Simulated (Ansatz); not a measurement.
# Zr (P6_3/mmc) in Ansatz: notebook, part 2 of 2

Ansatz 0.2.0.

## 4. Band structure, PBEsol

File input.yaml:

```yaml
crystal:
  lattice:
    - [3.232, 0.0, 0.0]
    - [-1.616, 2.798994105, 0.0]
    - [0.0, 0.0, 5.147]
  atoms:
    - { symbol: Zr, position: [0.6666666667, 0.3333333333, 0.75] }
    - { symbol: Zr, position: [0.3333333333, 0.6666666667, 0.25] }
kpoints:
  mp_grid: { grid: [9, 9, 5] }
  band_path:
    path:
      - [0.0, 0.0, 0.0]
      - [0.5, 0.0, 0.0]
      - [0.3333333333, 0.3333333333, 0.0]
      - [0.0, 0.0, 0.0]
      - [0.0, 0.0, 0.5]
      - [0.5, 0.0, 0.5]
      - [0.3333333333, 0.3333333333, 0.5]
      - [0.0, 0.0, 0.5]
    npoints: 8
scf:
  occupations: { method: fermi_dirac, width: 0.05 }
hamiltonian:
  xc: pbesol
  pseudopotentials:
    kind: all_electron
    lapw: { basis_error: 0.001 }
    relativity: none
output:
  forces: true
  stress: true
  eigenvalues: true
```

Potentials or basis: all-electron LAPW, non-relativistic.

The run is started by

```bash
$ ansatz run input.yaml --threads 1 --pin off --max-ram 3072MiB --backend cpu --events-out ev --progress --plain --runs-dir out
```

The program printed:

```text
Warning: RAYON_NUM_THREADS=1 ignored (pool sized by the plan → 1); use --threads N
LAPW: plane waves up to 6.778 Å⁻¹, error target 1.0e-3 eV per atom; Zr in spheres of 1.589 Å, 22 of its electrons in bands, Dirac shells [] (how accurate: hamiltonian.pseudopotentials.lapw.basis_error, Limitations)
Engine: ansatz 0.2.0, aarch64-unknown-linux-gnu
Pseudopotentials: kind: all_electron
Pseudopotential: Zr, LAPW, valence charge 22, lapw/all_electron/none/Zr, Schrödinger's equation, point nucleus
Functional definition: PBEsol
  exchange = pbesol_x
  correlation = pbesol_c
Crystal: 2 atoms, lattice volume = 46.562 Å³
Basis set: ecut = 175.01063673843893 eV, 251 PW (Γ), exchange–correlation at level 2
Bands: 27, of which v1, the nominal top of the filled ones, is band 22 counted from 1 (21 counted from 0)
Symmetry: 24 space group operations
Space group: P63/mmc (ITA 194), of the structure as read, at distance tolerance 3.6e-5 Å
k-points: 36 of 405
Non-local potential: Zr, projectors of the file, none
Initial density: superposition of atomic densities (chi_scale 0.1, normalization cell)
Initial wavefunctions: plane waves of lowest kinetic energy (no species holds an atomic orbital)
Functional: x = pbesol(κ = 0.804, μ = 0.12345679012345678), c = pbesol(β = 0.046)
[... 20 lines left out ...]
Fermi energy:    15.635241 eV
--- Per-component energies (eV) ---
  E_band       = -3254.839578
  E_kinetic    = 192478.902565
  E_xc         = -6001.374064
  E_electrostatic = -379068.123112  (all electrons and nuclei)
  E_smearing   = -0.018933  (= −TS)
  E_closure    = 0.000000  (closes the sum)
  E_atoms      = -192574.754678  (free atoms, spherical and without spin; not in F)
  Σ components = -192590.613543   (vs F -192590.613543, Δ=0.00e0)
  Basis errors (estimates in eV, not in F): energy 1.7e-4 per atom: plane waves 1.2e-4 (6.3e-5 summed), levels above the bands 6.9e-19, relativity 0.0e0, radial functions 4.5e-5, core shells 7.4e-7; eigenvalues (radial functions only) 8.2e-7; not estimated: angular momenta, meshes, grids; target (lapw.basis_error) 1.0e-3; muffin-tin radii Zr 1.589 Å
--- Forces (eV/Å), atoms counted from 1 ---
  atom   1  Zr     0.00000000    -0.00000000     0.00000000
  atom   2  Zr     0.00000000     0.00000000     0.00000000
  max |Σ_I F_I| component: 7.40e-17 eV/Å
--- Stress (GPa, compression-positive) ---
       -3.688450      -0.000000       0.000000
       -0.000000      -3.688450       0.000000
        0.000000       0.000000      -2.320329
  P = ⅓ Tr σ = -3.2324 GPa (-32.324 kbar)
--- Band table (eV; the first three rows and the last of 36) ---
  k-point 0: bands = ["-155.9587", "-155.9587", "-155.9587", "-155.9587", "-155.9554", "-155.9554", "-155.9346", "-155.9346", "-155.9346", "-155.9346", "-30.5324", "-30.3368", "-11.1559", "-10.2385", "-10.2385", "-10.0887", "-10.0887", "-10.0870", "10.5180", "12.7523", "16.3870", "16.3870", "16.5343", "17.0639", "17.0639", "17.0676", "17.6212"]
  k-point 1: bands = ["-155.9587", "-155.9587", "-155.9587", "-155.9587", "-155.9554", "-155.9554", "-155.9346", "-155.9346", "-155.9346", "-155.9346", "-30.5141", "-30.3559", "-11.0596", "-10.2244", "-10.2244", "-10.1957", "-10.1031", "-10.1031", "10.8393", "12.7650", "16.2485", "16.2485", "16.2978", "16.4820", "16.8364", "16.8364", "18.0836"]
  k-point 2: bands = ["-155.9587", "-155.9587", "-155.9587", "-155.9587", "-155.9554", "-155.9554", "-155.9346", "-155.9346", "-155.9346", "-155.9346", "-30.4659", "-30.4054", "-10.8024", "-10.4729", "-10.1871", "-10.1871", "-10.1408", "-10.1408", "11.6681", "12.5076", "15.7240", "15.8170", "16.2036", "16.2036", "16.4366", "16.4366", "18.9778"]
  k-point 35: bands = ["-155.9587", "-155.9587", "-155.9587", "-155.9587", "-155.9554", "-155.9554", "-155.9346", "-155.9346", "-155.9346", "-155.9346", "-30.3145", "-30.3145", "-10.8989", "-10.8989", "-10.7203", "-10.6146", "-10.2726", "-10.2726", "14.1765", "14.2455", "14.2455", "14.5288", "15.6738", "15.6738", "17.3533", "17.9499", "19.8953"]
```

bands.tsv:

```text
# k_distance	band_0	band_1	band_2	band_3	band_4	band_5	band_6	band_7	band_8	band_9	band_10	band_11	band_12	band_13	band_14	band_15	band_16	band_17	band_18	band_19	band_20	band_21	band_22	band_23	band_24	band_25	band_26
# fermi_ev = 15.635241
[... 67 lines left out ...]
6.581280	-171.593932	-171.593932	-171.593932	-171.593932	-171.590675	-171.590675	-171.569811	-171.569811	-171.569811	-171.569811	-46.065627	-46.065627	-26.280328	-26.280328	-25.825189	-25.825189	-25.808046	-25.808046	-3.373948	-3.373948	-0.134906	-0.134906	0.648968	0.648968	0.758895	0.758895	3.736337
6.743284	-171.593932	-171.593932	-171.593932	-171.593932	-171.590675	-171.590675	-171.569812	-171.569812	-171.569812	-171.569812	-46.070998	-46.070998	-26.274565	-26.274565	-25.799275	-25.799275	-25.799275	-25.799275	-3.499782	-3.499782	0.036023	0.036023	0.652136	0.652136	0.652136	0.652136	3.768129
```

Run time: 11 s. Hardware: 1 thread of Arm Neoverse V2, shared host; peak memory 0.28 GiB.

Results:

| Property | Result |
| --- | --- |
| Free energy | -192590.6135 eV |
| Pressure | -3.2 GPa |
| Band gap along the path | none (metal or under the smearing width) |

Stress tensor (GPa, compression positive):
```
-3.69  0.00  0.00
 0.00 -3.69  0.00
 0.00  0.00 -2.32
```

Levels at the corners of the path, in eV from the Fermi level:
```tsv
point	band 19	band 20	band 21	band 22	band 23	band 24	band 25	band 26
Γ	-5.12	-2.88	0.75	0.75	0.90	1.43	1.43	1.43
M	-2.58	-2.31	-2.16	0.00	0.42	0.77	1.42	4.70
K	-2.15	-1.26	-1.26	-1.06	0.23	0.23	1.75	4.14
Γ	-5.12	-2.88	0.75	0.75	0.90	1.43	1.43	1.43
A	-3.50	-3.50	0.04	0.04	0.65	0.65	0.65	0.65
L	-2.77	-2.77	-1.11	-1.11	1.83	1.83	2.09	2.09
H	-1.41	-1.41	-1.24	-1.24	0.03	0.03	1.92	1.92
A	-3.50	-3.50	0.04	0.04	0.65	0.65	0.65	0.65
```

Caveat: relativity is left out, which matters for the heavier elements.

## 5. Band structure, PBEsol

input.yaml: that of step 4 with these lines changed.

```diff
@@ -25,6 +25,3 @@
   xc: pbesol
-  pseudopotentials:
-    kind: all_electron
-    lapw: { basis_error: 0.001 }
-    relativity: none
+  pseudopotentials: { kind: all_electron, datasets: crystal }
 output:
```

Potentials or basis: all-electron PAW datasets made for the crystal.

The run is started by

```bash
$ ansatz run input.yaml --threads 1 --pin off --max-ram 3072MiB --backend cpu --events-out ev --progress --plain --runs-dir out
```

Run time: 7.7 s. Hardware: 1 thread of Arm Neoverse V2, shared host; peak memory 0.32 GiB.

Results (log left out):

- Free energy: -195743.8528 eV
- Pressure: -3.3 GPa
- Band gap along the path: none (metal or under the smearing width)

Stress tensor (GPa, compression positive):
```
-3.54  0.00  0.00
 0.00 -3.54  0.00
 0.00  0.00 -2.69
```

Levels at the corners of the path, in eV from the Fermi level:
| point | band 10 | band 11 | band 12 | band 13 | band 14 | band 15 |
| --- | --- | --- | --- | --- | --- | --- |
| Γ | -3.05 | 0.84 | 0.84 | 1.00 | 1.17 | 1.54 |
| M | -2.53 | -2.16 | -0.22 | 0.51 | 0.77 | 1.45 |
| K | -1.37 | -1.37 | -1.15 | 0.25 | 0.25 | 1.79 |
| Γ | -3.05 | 0.84 | 0.84 | 1.00 | 1.17 | 1.54 |
| A | -3.97 | 0.03 | 0.03 | 0.75 | 0.75 | 0.75 |
| L | -2.89 | -1.07 | -1.07 | 1.62 | 1.62 | 2.19 |
| H | -1.47 | -1.29 | -1.29 | -0.03 | -0.03 | 2.02 |
| A | -3.97 | 0.03 | 0.03 | 0.75 | 0.75 | 0.75 |

## 6. Band structure, PBEsol

input.yaml: that of step 5 with these lines changed.

```diff
@@ -25,3 +25,6 @@
   xc: pbesol
-  pseudopotentials: { kind: all_electron, datasets: crystal }
+  pseudopotentials:
+    kind: all_electron
+    lapw: { basis_error: 0.001 }
+    dirac_shells: { Zr: ["3p", "3d"] }
 output:
```

Potentials or basis: all-electron LAPW, inner shells corrected to Dirac's equation.

The run is started by

```bash
$ ansatz run input.yaml --threads 1 --pin off --max-ram 3072MiB --backend cpu --events-out ev --progress --plain --runs-dir out
```

The program printed:

```text
Warning: RAYON_NUM_THREADS=1 ignored (pool sized by the plan → 1); use --threads N
LAPW: plane waves up to 6.749 Å⁻¹, error target 1.0e-3 eV per atom; small_component_spin mean_spin; Zr in spheres of 1.589 Å, 22 of its electrons in bands, Dirac shells [2p, 3p, 3d] (how accurate: hamiltonian.pseudopotentials.lapw.basis_error, Limitations)
[... 2 set-up lines as earlier in the session ...]
Pseudopotential: Zr, LAPW, valence charge 22, lapw/all_electron/scalar/gaussian/Zr, Koelling and Harmon's equation with Dirac's for 2p 3p 3d, gaussian nucleus
[... 3 set-up lines as earlier in the session ...]
[... 43 lines left out ...]
  atom   2  Zr    -0.00000000    -0.00000000     0.00000000
  max |Σ_I F_I| component: 7.40e-17 eV/Å
--- Stress (GPa, compression-positive) ---
       -3.541006       0.000000       0.000000
        0.000000      -3.541006       0.000000
        0.000000       0.000000      -2.691165
  P = ⅓ Tr σ = -3.2577 GPa (-32.577 kbar)
--- Band table (eV; the first three rows and the last of 36) ---
  k-point 0: bands = ["-153.0421", "-153.0421", "-153.0421", "-153.0421", "-153.0396", "-153.0396", "-153.0173", "-153.0173", "-153.0173", "-153.0173", "-33.0821", "-32.9255", "-11.6411", "-10.7628", "-10.7628", "-10.6220", "-10.6194", "-10.6194", "9.9752", "12.6032", "16.4986", "16.4986", "16.6529", "16.8288", "17.1933", "17.1933", "17.7690"]
  k-point 1: bands = ["-153.0421", "-153.0421", "-153.0421", "-153.0421", "-153.0396", "-153.0396", "-153.0173", "-153.0173", "-153.0173", "-153.0173", "-33.0674", "-32.9407", "-11.5497", "-10.7492", "-10.7492", "-10.7260", "-10.6332", "-10.6332", "10.3057", "12.5619", "16.2811", "16.3602", "16.3602", "16.4034", "16.9605", "16.9605", "18.2391"]
  k-point 2: bands = ["-153.0421", "-153.0421", "-153.0421", "-153.0421", "-153.0396", "-153.0396", "-153.0173", "-153.0173", "-153.0173", "-153.0173", "-33.0286", "-32.9803", "-11.3050", "-10.9908", "-10.7136", "-10.7136", "-10.6693", "-10.6693", "11.1736", "12.1360", "15.6704", "15.8792", "16.3160", "16.3160", "16.5530", "16.5530", "19.1555"]
  k-point 35: bands = ["-153.0421", "-153.0421", "-153.0421", "-153.0421", "-153.0396", "-153.0396", "-153.0173", "-153.0173", "-153.0173", "-153.0173", "-32.9081", "-32.9081", "-11.3931", "-11.3931", "-11.2210", "-11.1204", "-10.7978", "-10.7978", "14.1753", "14.2007", "14.2007", "14.4852", "15.6404", "15.6404", "17.4494", "18.0895", "20.0580"]
```

bands.tsv:

```text
# k_distance	band_0	band_1	band_2	band_3	band_4	band_5	band_6	band_7	band_8	band_9	band_10	band_11	band_12	band_13	band_14	band_15	band_16	band_17	band_18	band_19	band_20	band_21	band_22	band_23	band_24	band_25	band_26
# fermi_ev = 15.654637
[... 67 lines left out ...]
6.581280	-168.696716	-168.696716	-168.696716	-168.696716	-168.694222	-168.694222	-168.671961	-168.671961	-168.671961	-168.671961	-48.654864	-48.654864	-26.809695	-26.809695	-26.370850	-26.370850	-26.354465	-26.354465	-3.839103	-3.839103	-0.113231	-0.113231	0.721410	0.721410	0.853425	0.853425	3.905773
6.743284	-168.696716	-168.696716	-168.696716	-168.696716	-168.694222	-168.694222	-168.671961	-168.671961	-168.671961	-168.671961	-48.659147	-48.659147	-26.804253	-26.804253	-26.346110	-26.346110	-26.346110	-26.346110	-3.967378	-3.967378	0.034195	0.034195	0.746635	0.746635	0.746635	0.746635	3.939581
```

Run time: 11 s. Hardware: 1 thread of Arm Neoverse V2, shared host; peak memory 0.29 GiB.

What came out:

| Property | Result |
| --- | --- |
| Free energy | -195766.6083 eV |
| Pressure | -3.3 GPa |
| Band gap along the path | none (metal or under the smearing width) |

Stress tensor (GPa, compression positive):
```
-3.54  0.00  0.00
 0.00 -3.54  0.00
 0.00  0.00 -2.69
```

Levels at the corners of the path, in eV from the Fermi level:
| point | band 20 | band 21 | band 22 | band 23 | band 24 | band 25 |
| --- | --- | --- | --- | --- | --- | --- |
| Γ | -3.05 | 0.84 | 0.84 | 1.00 | 1.17 | 1.54 |
| M | -2.53 | -2.16 | -0.22 | 0.51 | 0.77 | 1.45 |
| K | -1.37 | -1.37 | -1.15 | 0.25 | 0.25 | 1.79 |
| Γ | -3.05 | 0.84 | 0.84 | 1.00 | 1.17 | 1.54 |
| A | -3.97 | 0.03 | 0.03 | 0.75 | 0.75 | 0.75 |
| L | -2.89 | -1.07 | -1.07 | 1.62 | 1.62 | 2.19 |
| H | -1.47 | -1.29 | -1.29 | -0.03 | -0.03 | 2.02 |
| A | -3.97 | 0.03 | 0.03 | 0.75 | 0.75 | 0.75 |

## 7. The runs side by side

| potentials or basis | spin | k mesh | cutoff (eV) | basis error allowed | pressure (GPa) |
| --- | --- | --- | --- | --- | --- |
| all-electron LAPW, relativistic spinors | SOC, no magnetisation | 7 × 7 × 4 | 176 | 0.001 eV/atom | -3.2 |
| all-electron LAPW, scalar-relativistic | off | 9 × 9 × 5 | 174 | 0.001 eV/atom | -3.3 |
| all-electron LAPW, non-relativistic | off | 9 × 9 × 5 | 175 | 0.001 eV/atom | -3.2 |
| all-electron PAW datasets made for the crystal | off | 9 × 9 × 5 | 240 | - | -3.3 |
| all-electron LAPW, inner shells corrected to Dirac's equation | off | 9 × 9 × 5 | 174 | 0.001 eV/atom | -3.3 |

Alike in all rows: task band structure; level PBEsol; cell as given; smearing fermi-dirac 0.05 eV.

Caveats: the k mesh is thin for a metal, which can move the energy by tens of meV per atom (some runs); relativity is left out, which matters for the heavier elements (some runs).

Compare energies only between runs with the same functional and basis.
